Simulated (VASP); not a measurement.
LiNbO3, 10 atoms in the cell. Symmetry: R3c, No. 161, trigonal system. Conventional cell: a = 5.126 Å, b = 5.126 Å, c = 13.871 Å, α = 90.00°, β = 90.00°, γ = 120.00°. Around Li (site symmetry 3) lie 6 O at 2.04 to 2.23 Å. Around Nb (site symmetry 3) lie 6 O at 1.88 to 2.13 Å. O (site symmetry 1) has 2 Nb at 1.88 to 2.13 Å and 1 Li at 2.04 Å as nearest neighbours. 

* Program: VASP 6.6.1
* Task: relaxation of cell and atoms
* Functional: r2SCAN
* Potentials or basis: VASP PAW PBE potentials, release 64 (Li_sv, Nb_sv, O)
* Cutoff: 600 eV
* k mesh: 6 × 6 × 6
* Occupations: gaussian, width 0.03 eV
* Spin: no spin polarisation
* Further INCAR settings: ALGO = Normal; EDIFF = 1e-07; IBRION = 2; EDIFFG = -0.005; NSW = 90; ISIF = 3

Potentials or basis: VASP PAW PBE potentials, release 64 (Li_sv, Nb_sv, O).

Run with:

```bash
$ cat potpaw_PBE.64/Li_sv/POTCAR potpaw_PBE.64/Nb_sv/POTCAR potpaw_PBE.64/O/POTCAR > POTCAR
$ mpirun -np 4 vasp_std > vasp.out
```

Hardware: 4 MPI ranks on AMD EPYC 9R45 96-Core Processor (Zen 5), with other jobs on the host.

Q: How long does it take, and how much memory?

A: Run time: 11 min on 4 MPI ranks on AMD EPYC 9R45 96-Core Processor (Zen 5), on a shared host, peak memory 0.44 GiB a rank. Counts: scf iterations 66, k points 32, ion steps 6.
